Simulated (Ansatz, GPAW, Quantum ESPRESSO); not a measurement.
# One calculation of TiNi, 4 ways

```
Ni Ti
1.0
     2.98807    0.00000    0.00000
     0.00000    2.98807    0.00000
     0.00000    0.00000    2.98807
Ni Ti
1 1
Direct
  0.00000 0.00000 0.00000
  0.50000 0.50000 0.50000
```

The cell comes from a database or a generator and needn't be the stable form of this composition.

Alike in all runs: task band structure; functional PBEsol; k mesh 9 × 9 × 9; occupations fermi-dirac, width 0.05 eV; collinear spin, ferromagnetic start; no spin-orbit coupling. Pressure is positive in compression and, in plane waves, holds the error of the finite cutoff, which Ansatz's Pulay term estimates and takes out.

```csv
program and potentials,plane-wave cutoff (eV),notes,pressure (GPa),net moment per atom (μB)
"Ansatz, Ansatz PAW",420,"potentials made for PBE, which Ansatz adapts in part; 15 valence electrons an atom on average; Pulay term of +0.03 GPa included",-3.06,0.00
"Quantum ESPRESSO, GBRV 1.5 PBEsol",612,15 valence electrons an atom on average,-3.19,0.00
"Ansatz, all-electron LAPW, scalar-relativistic",-,-,?,?
"GPAW, PAW data sets generated for this functional",600,14 valence electrons an atom on average; this data set often lies off other programs,-2.58,0.00
```

Estimate from the other rows what the run with Ansatz, all-electron LAPW, scalar-relativistic gave.

Pressure -3.11 GPa; net moment per atom 0.00 μB. The other rows, which needn't bracket it: pressure -3.19 to -2.58; net moment per atom 0.00.
